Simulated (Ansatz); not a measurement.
The calculation used Ansatz 0.2.0, DFT PBE, scalar-relativistic, plane waves, PAW. All cells share a 420 eV cutoff and Γ-centred k meshes spaced at most about 0.3 Å⁻¹ (2π included). No spin polarisation.

All energies are static (0 K, no zero-point motion).

Question: Which of these relaxed structures of NaI is the lowest in energy?
A. Space group Pmma (No. 51), orthorhombic, a = 4.553 Å, b = 4.325 Å, c = 8.373 Å. Around Na lie 4 I at 3.14 Å; I has 4 Na at 3.14 Å.
B. Space group P6_3mc (No. 186), hexagonal, a = 5.151 Å, c = 7.973 Å. Na is surrounded by 4 I at 3.10–3.11 Å; I has 4 Na at 3.10–3.11 Å.

Answer: B. The other, A, lies 73 meV/atom higher. Forms: B wurtzite type, P6_3mc; A Pmma. Counting I atoms around Na (those within 1.25 times the shortest such distance or 1.15 times the sum of covalent radii): B has Na 4; A has Na 4. Origin: A, reached from a Materials Project cell; B, invented. The lowest form computed isn't among them: it has the rock salt type, space group Fm-3m (No. 225), 34.8 Å³/atom, is reached from a cell as deposited in COD and lies 43 meV/atom below the best shown.

No dispersion correction is applied, so the spacing and binding between layers, chains or molecules are poorly described (Pmma), and this can change margins and order among such cells. Spin–orbit coupling, which can matter for I, is left out. Cells relaxed within their symmetry can be saddle points. Some types were kept out of the candidates beforehand, so the set may lack a known form.
